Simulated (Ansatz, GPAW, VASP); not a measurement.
## Mg: 3 runs at one level of theory

```xyz
2
Lattice="3.2093 0.0000 0.0000 -1.6046 2.7793 0.0000 0.0000 0.0000 5.2103" Properties=species:S:1:pos:R:3 pbc="T T T"
Mg    1.6047    0.9264    3.9077
Mg    0.0000    1.8529    1.3026
```

Alike in all runs: task single point; functional PBE; k mesh 10 × 10 × 5; occupations gaussian, width 0.024 eV; no spin polarisation; no spin-orbit coupling. Pressure is positive in compression and, in plane waves, holds the error of the finite cutoff.

```csv
program and potentials,plane-wave cutoff (eV),notes,pressure (GPa)
"GPAW, GPAW PAW data sets (gpaw-data 1.2.1)",800,10 valence electrons an atom on average,?
"VASP, PBE PAW files Mg, 520 eV",520,2 valence electrons an atom on average,-0.57
"Ansatz, all-electron LAPW, scalar-relativistic",-,-,-0.46
```

Problem. Estimate from the other rows what the run with GPAW, GPAW PAW data sets (gpaw-data 1.2.1) gave.

Solution. Pressure -0.52 GPa. The other rows, which needn't bracket it: pressure -0.57 to -0.46.
